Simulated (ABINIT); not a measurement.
The system is ZrS2.

```
Zr S
1.0
     3.69138    0.00000    0.00000
    -1.84569    3.19683    0.00000
     0.00000    0.00000    6.04108
Zr S
1 2
Direct
  0.00000 0.00000 0.00000
  0.33333 0.66667 0.23791
  0.66667 0.33333 0.76209
```

The cell is a database's computed one.

Program: ABINIT 10.8.3 (patched build). Alike in all runs: no spin polarisation; cell as given; smearing fermi-dirac 0.05 eV.

Q: Order these runs on this cell by their band gap on the k mesh, lowest first.
A. level revPBE; potentials or basis JTH PAW PBE v2.0; k mesh 8 × 8 × 5; cutoff (eV) 544; fine-grid cutoff 1088.46 eV
B. level LDA-PZ; potentials or basis JTH PAW LDA v2.0; k mesh 8 × 8 × 5; cutoff (eV) 544; fine-grid cutoff 1088.46 eV
C. level r2SCAN; potentials or basis JTH PAW PBE v2.0; k mesh 6 × 6 × 4; cutoff (eV) 653; fine-grid cutoff 1251.72 eV

A: B (0.93 eV), A (1.10 eV), C (1.38 eV).

A k mesh can miss the band edges.
